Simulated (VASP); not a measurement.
# C in VASP: notebook, part 3 of 6

VASP 6.6.1. The steps go on from the part before.

## 34. Equation of state, r2SCAN, 21.60 Å³/atom

Input file INCAR:

```
PREC = Accurate
ENCUT = 250
EDIFF = 1E-7
ISMEAR = 0
SIGMA = 0.05
LREAL = F
LASPH = T
NELM = 100
ALGO = Normal
ISIF = 2
LWAVE = F
LCHARG = F
METAGGA = R2SCAN
LMIXTAU = T
ADDGRID = F
```

Input file KPOINTS:

```
Automatic mesh
0
Gamma
  7 7 2
```

Input file POSCAR:

```
C
1.0
    2.4313586662      0.0000000000      0.0000000000
   -1.2156793331      2.1056183707      0.0000000000
    0.0000000000      0.0000000000      8.4376984492
C
2
Direct
    0.6666666667      0.3333333333      0.0000000000
    0.3333333333      0.6666666667      0.0000000000
```

Launch:

```bash
$ cat potpaw_PBE.64/C/POTCAR > POTCAR
$ mpirun -np 1 vasp_std > vasp.out
```

Run time: 10 s. Hardware: 1 thread of Intel Xeon 6975P-C (Granite Rapids), shared host; peak memory 0.12 GiB.

The run converged, but a check on its numbers failed (symmetry, net force, bounds or a known fault of this set-up), so they aren't taken as properties of the slab.

Caveat: the k mesh is coarse (spacing up to 0.43 Å⁻¹), so the values aren't converged; the cutoff lies under the usual one of these potentials, so the numbers hold a large basis-set error; the PAW data sets were made with another functional, which shifts forces and pressure a little.

## 35. Equation of state, r2SCAN, 22.93 Å³/atom

INCAR is that of step 34.

KPOINTS is that of step 34.

Input file POSCAR:

```
C
1.0
    2.4804902603      0.0000000000      0.0000000000
   -1.2402451302      2.1481675793      0.0000000000
    0.0000000000      0.0000000000      8.6082029416
C
2
Direct
    0.6666666667      0.3333333333      0.0000000000
    0.3333333333      0.6666666667      0.0000000000
```

Launch:

```bash
$ cat potpaw_PBE.64/C/POTCAR > POTCAR
$ mpirun -np 1 vasp_std > vasp.out
```

Wall time 9.7 s (1 thread of Intel Xeon 6975P-C (Granite Rapids), shared host); peak memory 0.12 GiB.

The run converged, but a check on its numbers failed (symmetry, net force, bounds or a known fault of this set-up), so they aren't taken as properties of the slab.

Caveat: the cutoff lies under the usual one of these potentials, so the numbers hold a large basis-set error; the PAW data sets were made with another functional, which shifts forces and pressure a little.

## 36. Equation of state, r2SCAN, 21.60 Å³/atom

INCAR: that of step 35 with these lines changed.

```diff
@@ -1,3 +1,3 @@
 PREC = Accurate
-ENCUT = 250
+ENCUT = 350
 EDIFF = 1E-7
```

Input file KPOINTS:

```
Automatic mesh
0
Gamma
  6 6 2
```

Input file POSCAR:

```
C
1.0
    2.4313586662      0.0000000000      0.0000000000
   -1.2156793331      2.1056183707      0.0000000000
    0.0000000000      0.0000000000      8.4376984492
C
2
Direct
    0.6666666667      0.3333333333      0.0000000000
    0.3333333333      0.6666666667      0.0000000000
```

Potentials or basis: VASP PAW PBE potentials, release 64 (C).

Launch:

```bash
$ cat potpaw_PBE.64/C/POTCAR > POTCAR
$ mpirun -np 1 vasp_std > vasp.out
```

Wall time 12 s (1 thread of Intel Xeon 6975P-C (Granite Rapids), shared host); peak memory 0.13 GiB.

The run converged, but a check on its numbers failed (symmetry, net force, bounds or a known fault of this set-up), so they aren't taken as properties of the slab.

Caveat: the k mesh is coarse (spacing up to 0.50 Å⁻¹), so the values aren't converged; the cutoff lies under the usual one of these potentials, so the numbers hold a large basis-set error; the PAW data sets were made with another functional, which shifts forces and pressure a little.

## 37. Equation of state, r2SCAN, 22.93 Å³/atom

INCAR is that of step 36.

KPOINTS is that of step 36.

Input file POSCAR:

```
C
1.0
    2.4804902603      0.0000000000      0.0000000000
   -1.2402451302      2.1481675793      0.0000000000
    0.0000000000      0.0000000000      8.6082029416
C
2
Direct
    0.6666666667      0.3333333333      0.0000000000
    0.3333333333      0.6666666667      0.0000000000
```

Launch:

```bash
$ cat potpaw_PBE.64/C/POTCAR > POTCAR
$ mpirun -np 1 vasp_std > vasp.out
```

Wall time 18 s (1 thread of Intel Xeon 6975P-C (Granite Rapids), shared host); peak memory 0.13 GiB.

The run converged, but a check on its numbers failed (symmetry, net force, bounds or a known fault of this set-up), so they aren't taken as properties of the slab.

Caveat: the k mesh is coarse (spacing up to 0.49 Å⁻¹), so the values aren't converged; the cutoff lies under the usual one of these potentials, so the numbers hold a large basis-set error; the PAW data sets were made with another functional, which shifts forces and pressure a little.

## 38. Equation of state, r2SCAN, 21.60 Å³/atom

INCAR: that of step 37 with these lines changed.

```diff
@@ -1,3 +1,3 @@
 PREC = Accurate
-ENCUT = 350
+ENCUT = 400
 EDIFF = 1E-7
```

KPOINTS is that of step 37.

Input file POSCAR:

```
C
1.0
    2.4313586662      0.0000000000      0.0000000000
   -1.2156793331      2.1056183707      0.0000000000
    0.0000000000      0.0000000000      8.4376984492
C
2
Direct
    0.6666666667      0.3333333333      0.0000000000
    0.3333333333      0.6666666667      0.0000000000
```

Launch:

```bash
$ cat potpaw_PBE.64/C/POTCAR > POTCAR
$ mpirun -np 1 vasp_std > vasp.out
```

Run time: 16 s. Hardware: 1 thread of Intel Xeon 6975P-C (Granite Rapids), shared host; peak memory 0.13 GiB.

The run converged, but some of its settings lie outside the range that counts as converged, so its numbers aren't taken as properties of the slab.

What came out:

* Free energy: -19.7881 eV
* Band gap on the k mesh: none (metal or under the smearing width)

Caveat: the k mesh is coarse (spacing up to 0.50 Å⁻¹), so the values aren't converged; the cutoff is under 1.25 times the usual one of these potentials, so pressure, stress and relaxed cells hold a basis-set (Pulay) error; the PAW data sets were made with another functional, which shifts forces and pressure a little.

## 39. Equation of state, r2SCAN, 22.93 Å³/atom

INCAR is that of step 38.

KPOINTS is that of step 38.

Input file POSCAR:

```
C
1.0
    2.4804902603      0.0000000000      0.0000000000
   -1.2402451302      2.1481675793      0.0000000000
    0.0000000000      0.0000000000      8.6082029416
C
2
Direct
    0.6666666667      0.3333333333      0.0000000000
    0.3333333333      0.6666666667      0.0000000000
```

Potentials or basis: VASP PAW PBE potentials, release 64 (C).

Launch:

```bash
$ cat potpaw_PBE.64/C/POTCAR > POTCAR
$ mpirun -np 1 vasp_std > vasp.out
```

It took 13 s on 1 thread of Intel Xeon 6975P-C (Granite Rapids), shared host; peak memory 0.13 GiB.

These settings aren't checked as converged: the numbers below hold their error.

What came out:

| Item | Value |
| --- | --- |
| Free energy | -19.7949 eV |
| Band gap on the k mesh | none (metal or under the smearing width) |

Caveat: the k mesh is coarse (spacing up to 0.49 Å⁻¹), so the values aren't converged; the cutoff is under 1.25 times the usual one of these potentials, so pressure, stress and relaxed cells hold a basis-set (Pulay) error; the PAW data sets were made with another functional, which shifts forces and pressure a little.

## 40. Equation of state, r2SCAN, 21.60 Å³/atom

INCAR: that of step 39 with these lines changed.

```diff
@@ -1,3 +1,3 @@
 PREC = Accurate
-ENCUT = 400
+ENCUT = 350
 EDIFF = 1E-7
```

Input file KPOINTS:

```
Automatic mesh
0
Gamma
  7 7 2
```

Input file POSCAR:

```
C
1.0
    2.4313586662      0.0000000000      0.0000000000
   -1.2156793331      2.1056183707      0.0000000000
    0.0000000000      0.0000000000      8.4376984492
C
2
Direct
    0.6666666667      0.3333333333      0.0000000000
    0.3333333333      0.6666666667      0.0000000000
```

Launch:

```bash
$ cat potpaw_PBE.64/C/POTCAR > POTCAR
$ mpirun -np 1 vasp_std > vasp.out
```

Wall time 21 s (1 thread of Intel Xeon 6975P-C (Granite Rapids), shared host); peak memory 0.13 GiB.

The run converged, but a check on its numbers failed (symmetry, net force, bounds or a known fault of this set-up), so they aren't taken as properties of the slab.

Caveat: the k mesh is coarse (spacing up to 0.43 Å⁻¹), so the values aren't converged; the cutoff lies under the usual one of these potentials, so the numbers hold a large basis-set error; the PAW data sets were made with another functional, which shifts forces and pressure a little.

## 41. Equation of state, r2SCAN, 22.93 Å³/atom

INCAR is that of step 40.

KPOINTS is that of step 40.

Input file POSCAR:

```
C
1.0
    2.4804902603      0.0000000000      0.0000000000
   -1.2402451302      2.1481675793      0.0000000000
    0.0000000000      0.0000000000      8.6082029416
C
2
Direct
    0.6666666667      0.3333333333      0.0000000000
    0.3333333333      0.6666666667      0.0000000000
```

Launch:

```bash
$ cat potpaw_PBE.64/C/POTCAR > POTCAR
$ mpirun -np 1 vasp_std > vasp.out
```

Run time: 11 s. Hardware: 1 thread of Intel Xeon 6975P-C (Granite Rapids), shared host; peak memory 0.13 GiB.

The run converged, but a check on its numbers failed (symmetry, net force, bounds or a known fault of this set-up), so they aren't taken as properties of the slab.

Caveat: the cutoff lies under the usual one of these potentials, so the numbers hold a large basis-set error; the PAW data sets were made with another functional, which shifts forces and pressure a little.

## 42. Equation of state, r2SCAN, 21.60 Å³/atom

INCAR: that of step 41 with these lines changed.

```diff
@@ -1,3 +1,3 @@
 PREC = Accurate
-ENCUT = 350
+ENCUT = 200
 EDIFF = 1E-7
```

Input file KPOINTS:

```
Automatic mesh
0
Gamma
  9 9 3
```

Input file POSCAR:

```
C
1.0
    2.4313586662      0.0000000000      0.0000000000
   -1.2156793331      2.1056183707      0.0000000000
    0.0000000000      0.0000000000      8.4376984492
C
2
Direct
    0.6666666667      0.3333333333      0.0000000000
    0.3333333333      0.6666666667      0.0000000000
```

Potentials or basis: VASP PAW PBE potentials, release 64 (C).

Launch:

```bash
$ cat potpaw_PBE.64/C/POTCAR > POTCAR
$ mpirun -np 1 vasp_std > vasp.out
```

Wall time 8.3 s (1 thread of Intel Xeon 6975P-C (Granite Rapids), shared host); peak memory 0.11 GiB.

The run converged, but a check on its numbers failed (symmetry, net force, bounds or a known fault of this set-up), so they aren't taken as properties of the slab.

Caveat: the cutoff lies under the usual one of these potentials, so the numbers hold a large basis-set error; the PAW data sets were made with another functional, which shifts forces and pressure a little.

## 43. Equation of state, r2SCAN, 22.93 Å³/atom

INCAR is that of step 42.

KPOINTS is that of step 42.

Input file POSCAR:

```
C
1.0
    2.4804902603      0.0000000000      0.0000000000
   -1.2402451302      2.1481675793      0.0000000000
    0.0000000000      0.0000000000      8.6082029416
C
2
Direct
    0.6666666667      0.3333333333      0.0000000000
    0.3333333333      0.6666666667      0.0000000000
```

Launch:

```bash
$ cat potpaw_PBE.64/C/POTCAR > POTCAR
$ mpirun -np 1 vasp_std > vasp.out
```

Run time: 8.5 s. Hardware: 1 thread of Intel Xeon 6975P-C (Granite Rapids), shared host; peak memory 0.11 GiB.

The run converged, but a check on its numbers failed (symmetry, net force, bounds or a known fault of this set-up), so they aren't taken as properties of the slab.

Caveat: the cutoff lies under the usual one of these potentials, so the numbers hold a large basis-set error; the PAW data sets were made with another functional, which shifts forces and pressure a little.

## 44. Equation of state, r2SCAN, 21.60 Å³/atom

INCAR: that of step 43 with these lines changed.

```diff
@@ -1,3 +1,3 @@
 PREC = Accurate
-ENCUT = 200
+ENCUT = 400
 EDIFF = 1E-7
```

Input file KPOINTS:

```
Automatic mesh
0
Gamma
  7 7 2
```

Input file POSCAR:

```
C
1.0
    2.4313586662      0.0000000000      0.0000000000
   -1.2156793331      2.1056183707      0.0000000000
    0.0000000000      0.0000000000      8.4376984492
C
2
Direct
    0.6666666667      0.3333333333      0.0000000000
    0.3333333333      0.6666666667      0.0000000000
```

Launch:

```bash
$ cat potpaw_PBE.64/C/POTCAR > POTCAR
$ mpirun -np 1 vasp_std > vasp.out
```

It took 12 s on 1 thread of Intel Xeon 6975P-C (Granite Rapids), shared host; peak memory 0.13 GiB.

These settings aren't checked as converged: the numbers below hold their error.

What came out:

```
Free energy            : -19.8622 eV
Band gap on the k mesh : 3.32 eV, direct
```

Caveat: the k mesh is coarse (spacing up to 0.43 Å⁻¹), so the values aren't converged; the cutoff is under 1.25 times the usual one of these potentials, so pressure, stress and relaxed cells hold a basis-set (Pulay) error; the PAW data sets were made with another functional, which shifts forces and pressure a little.

## 45. Equation of state, r2SCAN, 22.93 Å³/atom

INCAR is that of step 44.

KPOINTS is that of step 44.

Input file POSCAR:

```
C
1.0
    2.4804902603      0.0000000000      0.0000000000
   -1.2402451302      2.1481675793      0.0000000000
    0.0000000000      0.0000000000      8.6082029416
C
2
Direct
    0.6666666667      0.3333333333      0.0000000000
    0.3333333333      0.6666666667      0.0000000000
```

Potentials or basis: VASP PAW PBE potentials, release 64 (C).

Launch:

```bash
$ cat potpaw_PBE.64/C/POTCAR > POTCAR
$ mpirun -np 1 vasp_std > vasp.out
```

It took 11 s on 1 thread of Intel Xeon 6975P-C (Granite Rapids), shared host; peak memory 0.13 GiB.

These settings aren't checked as converged: the numbers below hold their error.

What came out:

```
Free energy            : -19.8659 eV
Band gap on the k mesh : 3.15 eV, direct
```

Caveat: the cutoff is under 1.25 times the usual one of these potentials, so pressure, stress and relaxed cells hold a basis-set (Pulay) error; the PAW data sets were made with another functional, which shifts forces and pressure a little.

## 46. Equation of state, r2SCAN, 21.60 Å³/atom

INCAR: that of step 45 with these lines changed.

```diff
@@ -4,3 +4,3 @@
 ISMEAR = 0
-SIGMA = 0.05
+SIGMA = 0.5
 LREAL = F
```

KPOINTS is that of step 45.

Input file POSCAR:

```
C
1.0
    2.4313586662      0.0000000000      0.0000000000
   -1.2156793331      2.1056183707      0.0000000000
    0.0000000000      0.0000000000      8.4376984492
C
2
Direct
    0.6666666667      0.3333333333      0.0000000000
    0.3333333333      0.6666666667      0.0000000000
```

Launch:

```bash
$ cat potpaw_PBE.64/C/POTCAR > POTCAR
$ mpirun -np 1 vasp_std > vasp.out
```

It took 12 s on 1 thread of Intel Xeon 6975P-C (Granite Rapids), shared host; peak memory 0.13 GiB.

The run converged, but some of its settings lie outside the range that counts as converged, so its numbers aren't taken as properties of the slab.

Results:

```yaml
Free_energy: -19.8622 eV
Band_gap_on_the_k_mesh: 3.32 eV, direct
```

Caveat: the k mesh is coarse (spacing up to 0.43 Å⁻¹), so the values aren't converged; the cutoff is under 1.25 times the usual one of these potentials, so pressure, stress and relaxed cells hold a basis-set (Pulay) error; the PAW data sets were made with another functional, which shifts forces and pressure a little.

## 47. Equation of state, r2SCAN, 22.93 Å³/atom

INCAR is that of step 46.

KPOINTS is that of step 46.

Input file POSCAR:

```
C
1.0
    2.4804902603      0.0000000000      0.0000000000
   -1.2402451302      2.1481675793      0.0000000000
    0.0000000000      0.0000000000      8.6082029416
C
2
Direct
    0.6666666667      0.3333333333      0.0000000000
    0.3333333333      0.6666666667      0.0000000000
```

Launch:

```bash
$ cat potpaw_PBE.64/C/POTCAR > POTCAR
$ mpirun -np 1 vasp_std > vasp.out
```

It took 11 s on 1 thread of Intel Xeon 6975P-C (Granite Rapids), shared host; peak memory 0.13 GiB.

These settings aren't checked as converged: the numbers below hold their error.

What came out:

* Free energy: -19.8659 eV
* Band gap on the k mesh: 3.15 eV, direct

Caveat: the cutoff is under 1.25 times the usual one of these potentials, so pressure, stress and relaxed cells hold a basis-set (Pulay) error; the PAW data sets were made with another functional, which shifts forces and pressure a little.

## 48. Equation of state, r2SCAN, 21.60 Å³/atom

INCAR: that of step 47 with these lines changed.

```diff
@@ -4,3 +4,3 @@
 ISMEAR = 0
-SIGMA = 0.5
+SIGMA = 0.2
 LREAL = F
```

KPOINTS is that of step 47.

Input file POSCAR:

```
C
1.0
    2.4313586662      0.0000000000      0.0000000000
   -1.2156793331      2.1056183707      0.0000000000
    0.0000000000      0.0000000000      8.4376984492
C
2
Direct
    0.6666666667      0.3333333333      0.0000000000
    0.3333333333      0.6666666667      0.0000000000
```

Potentials or basis: VASP PAW PBE potentials, release 64 (C).

Launch:

```bash
$ cat potpaw_PBE.64/C/POTCAR > POTCAR
$ mpirun -np 1 vasp_std > vasp.out
```

It took 12 s on 1 thread of Intel Xeon 6975P-C (Granite Rapids), shared host; peak memory 0.13 GiB.

The run converged, but some of its settings lie outside the range that counts as converged, so its numbers aren't taken as properties of the slab.

What came out:

```yaml
Free_energy: -19.8622 eV
Band_gap_on_the_k_mesh: 3.32 eV, direct
```

Caveat: the k mesh is coarse (spacing up to 0.43 Å⁻¹), so the values aren't converged; the cutoff is under 1.25 times the usual one of these potentials, so pressure, stress and relaxed cells hold a basis-set (Pulay) error; the PAW data sets were made with another functional, which shifts forces and pressure a little.

## 49. Equation of state, r2SCAN, 22.93 Å³/atom

INCAR is that of step 48.

KPOINTS is that of step 48.

Input file POSCAR:

```
C
1.0
    2.4804902603      0.0000000000      0.0000000000
   -1.2402451302      2.1481675793      0.0000000000
    0.0000000000      0.0000000000      8.6082029416
C
2
Direct
    0.6666666667      0.3333333333      0.0000000000
    0.3333333333      0.6666666667      0.0000000000
```

Launch:

```bash
$ cat potpaw_PBE.64/C/POTCAR > POTCAR
$ mpirun -np 1 vasp_std > vasp.out
```

Run time: 11 s. Hardware: 1 thread of Intel Xeon 6975P-C (Granite Rapids), shared host; peak memory 0.13 GiB.

The run converged, but some of its settings lie outside the range that counts as converged, so its numbers aren't taken as properties of the slab.

Results:

```
Free energy            : -19.8659 eV
Band gap on the k mesh : 3.15 eV, direct
```

Caveat: the cutoff is under 1.25 times the usual one of these potentials, so pressure, stress and relaxed cells hold a basis-set (Pulay) error; the PAW data sets were made with another functional, which shifts forces and pressure a little.

## 50. Equation of state, r2SCAN, 21.60 Å³/atom

INCAR: that of step 49 with these lines changed.

```diff
@@ -4,3 +4,3 @@
 ISMEAR = 0
-SIGMA = 0.2
+SIGMA = 0.1
 LREAL = F
```

KPOINTS is that of step 49.

Input file POSCAR:

```
C
1.0
    2.4313586662      0.0000000000      0.0000000000
   -1.2156793331      2.1056183707      0.0000000000
    0.0000000000      0.0000000000      8.4376984492
C
2
Direct
    0.6666666667      0.3333333333      0.0000000000
    0.3333333333      0.6666666667      0.0000000000
```

Launch:

```bash
$ cat potpaw_PBE.64/C/POTCAR > POTCAR
$ mpirun -np 1 vasp_std > vasp.out
```

Wall time 12 s (1 thread of Intel Xeon 6975P-C (Granite Rapids), shared host); peak memory 0.13 GiB.

The run converged, but some of its settings lie outside the range that counts as converged, so its numbers aren't taken as properties of the slab.

Results:

* Free energy: -19.8622 eV
* Band gap on the k mesh: 3.32 eV, direct

Caveat: the k mesh is coarse (spacing up to 0.43 Å⁻¹), so the values aren't converged; the cutoff is under 1.25 times the usual one of these potentials, so pressure, stress and relaxed cells hold a basis-set (Pulay) error; the PAW data sets were made with another functional, which shifts forces and pressure a little.

## 51. Equation of state, r2SCAN, 22.93 Å³/atom

INCAR is that of step 50.

KPOINTS is that of step 50.

Input file POSCAR:

```
C
1.0
    2.4804902603      0.0000000000      0.0000000000
   -1.2402451302      2.1481675793      0.0000000000
    0.0000000000      0.0000000000      8.6082029416
C
2
Direct
    0.6666666667      0.3333333333      0.0000000000
    0.3333333333      0.6666666667      0.0000000000
```

Potentials or basis: VASP PAW PBE potentials, release 64 (C).

Launch:

```bash
$ cat potpaw_PBE.64/C/POTCAR > POTCAR
$ mpirun -np 1 vasp_std > vasp.out
```

Run time: 11 s. Hardware: 1 thread of Intel Xeon 6975P-C (Granite Rapids), shared host; peak memory 0.13 GiB.

The run converged, but some of its settings lie outside the range that counts as converged, so its numbers aren't taken as properties of the slab.

What came out:

- Free energy: -19.8659 eV
- Band gap on the k mesh: 3.15 eV, direct

Caveat: the cutoff is under 1.25 times the usual one of these potentials, so pressure, stress and relaxed cells hold a basis-set (Pulay) error; the PAW data sets were made with another functional, which shifts forces and pressure a little.

## 52. Equation of state, r2SCAN, 21.60 Å³/atom

INCAR: that of step 51 with these lines changed.

```diff
@@ -4,3 +4,3 @@
 ISMEAR = 0
-SIGMA = 0.1
+SIGMA = 0.01
 LREAL = F
```

KPOINTS is that of step 51.

Input file POSCAR:

```
C
1.0
    2.4313586662      0.0000000000      0.0000000000
   -1.2156793331      2.1056183707      0.0000000000
    0.0000000000      0.0000000000      8.4376984492
C
2
Direct
    0.6666666667      0.3333333333      0.0000000000
    0.3333333333      0.6666666667      0.0000000000
```

Launch:

```bash
$ cat potpaw_PBE.64/C/POTCAR > POTCAR
$ mpirun -np 1 vasp_std > vasp.out
```

Run time: 12 s. Hardware: 1 thread of Intel Xeon 6975P-C (Granite Rapids), shared host; peak memory 0.13 GiB.

These settings aren't checked as converged: the numbers below hold their error.

Results:

```yaml
Free_energy: -19.8622 eV
Band_gap_on_the_k_mesh: 3.32 eV, direct
```

Caveat: the k mesh is coarse (spacing up to 0.43 Å⁻¹), so the values aren't converged; the cutoff is under 1.25 times the usual one of these potentials, so pressure, stress and relaxed cells hold a basis-set (Pulay) error; the PAW data sets were made with another functional, which shifts forces and pressure a little.

[end of part 3 of 6]
